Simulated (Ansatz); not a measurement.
# Ag under changes of volume

One of the cells (18.154 Å³/atom); the others are scaled copies at fixed shape and fractional positions:

```
CELL_PARAMETERS angstrom
-1.65565 1.65565 1.65565
1.65565 -1.65565 1.65565
1.65565 1.65565 -1.65565
ATOMIC_POSITIONS crystal
Ag 0.00000 0.00000 0.00000
```

This isn't the form of Ag at room conditions, which is fcc.

```yaml
Program: Ansatz 0.2.0
Functional: HSE06
Potentials_or_basis: Ansatz PAW
Cutoff: "420 eV (not typed: the program's choice for these potentials)"
k_mesh: 6 × 6 × 6
Occupations: fermi-dirac, width 0.05 eV
Spin: no spin polarisation
```

| volume (Å³/atom) | energy over the lowest point (meV/atom) | pressure (GPa) |
| --- | --- | --- |
| 17.065 | 11.25 | 4.7 |
| 17.428 | 3.26 | 2.6 |
| 17.791 | 0.00 | 0.8 |
| 18.154 | 0.42 | -0.7 |
| 18.517 | ? | ? |
| 18.880 | 8.59 | -3.0 |
| 19.243 | 16.36 | -4.0 |

Question: What does the run at 18.517 Å³/atom give?

Answer: Energy over the lowest point 3.40 meV/atom; pressure -1.8 GPa.

Worked out: A Birch-Murnaghan fit of order 3 (a polynomial in V^(-2/3)) to the other rows has its minimum at 17.95 Å³/atom with B0 = V·E''(V) = 72 GPa (rough, since the energies scatter). It gives 3.30 meV/atom at 18.517 Å³/atom, against the run's 3.40, and -dE/dV = -1.9 GPa, against -1.8.

Energies are extrapolated to zero smearing.

Caveats: all runs use coarse meshes; the PAW data sets come from PBE, with cores solved anew for the run's functional, which leaves a small shift of forces and pressure; the thresholds are loose for stress.
